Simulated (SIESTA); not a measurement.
Write the native input for SIESTA 5.4.2 that does the following.

```yaml
Task: relaxation of cell and atoms
Functional: revPBE
Potentials_or_basis: PseudoDojo 0.5 standard (PBE files)
Basis: TZP (energy shift 0.01 Ry)
Grid_cutoff: 800 Ry
Energy_shift: 0.01 Ry
k_mesh: 13 × 13 × 13
Occupations: fermi-dirac, width 0.05 eV
Spin: collinear spin, zero start
Starting_moments: "[0.0] μB"
Hubbard_terms: Fe d U = 7 eV
Hubbard_projector_method: 1
optimiser: CG
force_tolerance: 0.02 eV/Å
```

The system is Fe.

```
CELL_PARAMETERS angstrom
-1.46061 1.42915 1.48947
1.41071 -1.39487 1.40530
1.49551 1.42977 -1.45519
ATOMIC_POSITIONS crystal
Fe 0.00000 0.00000 0.00000
```

The cell isn't the ideal one: cell strained at random at fixed volume.

One way to write it, as run:

Fe.fdf

```
SystemName                      Fe
SystemLabel                     Fe
NumberOfSpecies                 1
NumberOfAtoms                   1
%block ChemicalSpeciesLabel
  1  26 Fe
%endblock ChemicalSpeciesLabel

UseStructFile                   true

%block kgrid.MonkhorstPack
   13   0   0  0.0
    0  13   0  0.0
    0   0  13  0.0
%endblock kgrid.MonkhorstPack
XC.Functional                   GGA
XC.Authors                      revPBE
PAO.BasisSize                   TZP
PAO.EnergyShift                 0.01 Ry
Mesh.Cutoff                     800 Ry
Spin                            polarized
%block DM.InitSpin
    1   0.000
%endblock DM.InitSpin
DFTU.ProjectorGenerationMethod  1
%block DFTU.Proj
  Fe 1
  n=3 2
  7.00 0.00
  0.0
%endblock DFTU.Proj
OccupationFunction              FD
ElectronicTemperature           0.05 eV
MaxSCFIterations                200
SCF.MustConverge                false
SCF.Mixer.Method                Pulay
SCF.Mixer.Weight                0.1
SCF.Mixer.History               10
SCF.DM.Tolerance                5.0e-05
SCF.H.Tolerance                 1.0e-03 eV
WriteForces                     true
Charge.Mulliken                 end
MD.TypeOfRun                    CG
MD.Steps                        40
MD.MaxForceTol                  0.02 eV/Ang
MD.MaxDispl                     0.1 Ang
WriteCoorStep                   true
AtomCoorFormatOut               Fractional
MD.VariableCell                 true
MD.MaxStressTol                 0.1 GPa
```

Fe.STRUCT_IN

```
  -1.4606060000     1.4291490000     1.4894730000
   1.4107110000    -1.3948700000     1.4052980000
   1.4955090000     1.4297730000    -1.4551940000
1
1  26    0.0000000000     0.0000000000     0.0000000000
```

Potentials or basis: PseudoDojo 0.5 standard (PBE files), TZP (energy shift 0.01 Ry).

Launch:

```bash
$ siesta < Fe.fdf > Fe.out 2>&1
```

It gave:

The relaxed volume is 13.69 Å³/atom. The relaxed cell is a = 2.610 Å, b = 2.611 Å, c = 2.610 Å, α = 109.48°, β = 109.45°, γ = 109.49° and the space group after relaxing (to 0.05 Å) is Im-3m (No. 229). The energy gained by relaxing is 102.9 meV/atom. The ionic steps are 9 and the pressure after relaxing is 0.0 GPa. The band gap on the k mesh is none (metal or under the smearing width) and the net moment is 0.00 μB per cell.

Caveat: semicore shells carry a single zeta, which can move pressures by several GPa and volumes by a few percent; the potentials were made for another functional, which shifts forces and pressure; the basis of atomic orbitals isn't converged, which shifts pressures, moduli and gaps; the U is typed as a test and isn't derived for this compound.

Wall time 20 min on 1 thread of Intel(R) Xeon(R) 6975P-C (Granite Rapids) (shared host), peak memory 0.23 GiB.
